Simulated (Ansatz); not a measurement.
**Field gradients against strain in CdS**

```
CELL_PARAMETERS angstrom
0.00000 2.94295 2.94295
2.94295 0.00000 2.94295
2.94295 2.94295 0.00000
ATOMIC_POSITIONS crystal
Cd 0.00000 0.00000 0.00000
S 0.75000 0.75000 0.75000
```

Atom numbers follow the list: Cd1, S2.

The cell is the one relaxed in the Materials Project (mp-2469), not relaxed further here; entries there can be hypothetical.

Computed with Ansatz 0.2.0, DFT, PBE, all-electron PAW with datasets made for the crystal, scalar-relativistic.

Numerical set-up: a Γ-centred 7×7×7 k mesh, Fermi–Dirac smearing of 0.02 eV, cutoff 260 eV (chosen by the program for this cell), no spin polarisation.

The strain is applied along the Cartesian axes of the cell as listed (γ is the engineering shear, twice εxy = εyz = εzx). Fractional coordinates are held (clamped ions).

The columns are Cartesian components of the electric field gradient at the nuclei, in 10²¹ V/m².

No spin–orbit coupling: at heavy atoms the gradients can be off by tens of per cent for that reason.

Only quantities that a quadratic follows smoothly over the whole series are listed; rougher ones are left out.

```tsv
γ	Vxy at Cd1	Vxy at S2
-0.0300	-1.54	-0.30
-0.0200	-1.02	-0.20
-0.0100	-0.51	-0.10
0.0000	0.00	0.00
0.0200	1.01	0.21
0.0300	1.50	0.32
```

**Question.** Fit the series and give the gradient–strain slopes.

**Answer.** Least-squares fits y = p0 + p1 x + p2 x² to the rows give Vxy at Cd1: p1 = 50.7, p2 = -22; Vxy at S2: p1 = 10.3, p2 = 10. The slopes p1 are in 10²¹ V/m² per unit strain, for clamped ions.

**Question.** One run, at γ = 0.0100, is withheld. Predict its row.

**Answer.** The fits give 0.51, 0.11; the run gave 0.51, 0.10.
